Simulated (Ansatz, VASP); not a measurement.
Given: the input of a run of Ansatz 0.2.0 on C (Carbon). 

input.yaml

```yaml
crystal:
  lattice:
    - [2.5221, 0.0, 0.0]
    - [-1.26105, 2.1842026709, 0.0]
    - [0.0, 0.0, 8.2371]
  atoms:
    - { symbol: C, position: [0.6666666667, 0.3333333333, 0.84375] }
    - { symbol: C, position: [0.3333333333, 0.6666666667, 0.34375] }
    - { symbol: C, position: [0.6666666667, 0.3333333333, 0.65625] }
    - { symbol: C, position: [0.3333333333, 0.6666666667, 0.15625] }
    - { symbol: C, position: [0.0, 0.0, 0.90625] }
    - { symbol: C, position: [0.0, 0.0, 0.40625] }
    - { symbol: C, position: [0.0, 0.0, 0.59375] }
    - { symbol: C, position: [0.0, 0.0, 0.09375] }
hamiltonian:
  xc: blyp
  pseudopotentials: { kind: paw }
kpoints:
  mp_grid: { grid: [12, 12, 4] }
scf:
  occupations: { method: fermi_dirac, width: 0.05 }
output:
  forces: true
  stress: true
relax:
  f_tol: 0.01
  max_steps: 40
  cell: { stress_tol: 0.05 }
```

Potentials or basis: Ansatz PAW.

Launch:

```bash
$ ansatz run input.yaml --threads 2 --pin off --max-ram 5120MiB --backend cpu --events-out ev --progress --plain --runs-dir out
```

**Question.** What does the same run look like in VASP 6.6.1? Potentials or basis there: PBE PAW files C, 600 eV.

**Answer.** As run (cutoffs and basis follow the program's own potentials, and thresholds, step limits or extra output files can differ):

INCAR

```
SYSTEM = C
PREC = Accurate
ENCUT = 600
EDIFF = 1E-6
ISMEAR = -1
SIGMA = 0.05
LREAL = .FALSE.
LASPH = .TRUE.
NELM = 80
ALGO = Normal
ISIF = 3
LWAVE = .FALSE.
LCHARG = .FALSE.
GGA = B5
ALDAX = 1.0
AGGAX = 1.0
AGGAC = 1.0
ALDAC = 0.0
IBRION = 2
NSW = 40
EDIFFG = -0.01
```

KPOINTS

```
Automatic mesh
0
G
  12 12 4
  0 0 0
```

File POSCAR:

```
C
1.0
    2.5221000000      0.0000000000      0.0000000000
   -1.2610500000      2.1842026709      0.0000000000
    0.0000000000      0.0000000000      8.2371000000
C
8
Direct
    0.6666666667      0.3333333333      0.8437500000
    0.3333333333      0.6666666667      0.3437500000
    0.6666666667      0.3333333333      0.6562500000
    0.3333333333      0.6666666667      0.1562500000
    0.0000000000      0.0000000000      0.9062500000
    0.0000000000      0.0000000000      0.4062500000
    0.0000000000      0.0000000000      0.5937500000
    0.0000000000      0.0000000000      0.0937500000
```

Potentials or basis: VASP PAW PBE potentials, release 64 (C).

The run is started by

```bash
$ cat potpaw_PBE.64/C/POTCAR > POTCAR
$ mpirun -np 1 vasp_std > vasp.out
```

Both were run:

|  | Ansatz | VASP |
| --- | --- | --- |
| Relaxed volume | 5.83 Å³/atom | 5.83 Å³/atom |
| Relaxed cell | a = 2.536 Å, b = 2.536 Å, c = 8.366 Å, α = 90.00°, β = 90.00°, γ = 120.00° | a = 2.537 Å, b = 2.537 Å, c = 8.366 Å, α = 90.00°, β = 90.00°, γ = 120.00° |
| Space group after relaxing | P6_3/mmc (No. 194) | P6_3/mmc (No. 194) |
| Pressure after relaxing | 0.0 GPa | 0.0 GPa |

Ansatz's pressure holds a Pulay term of +1.21 GPa for its cutoff of 420 eV, which the other run lacks.

Ansatz's potentials were made for PBE. VASP's potentials were made for PBE.

Where Ansatz's input types no cutoff or centring, it takes its own default and a Γ-centred mesh.

Pressure is positive in compression.
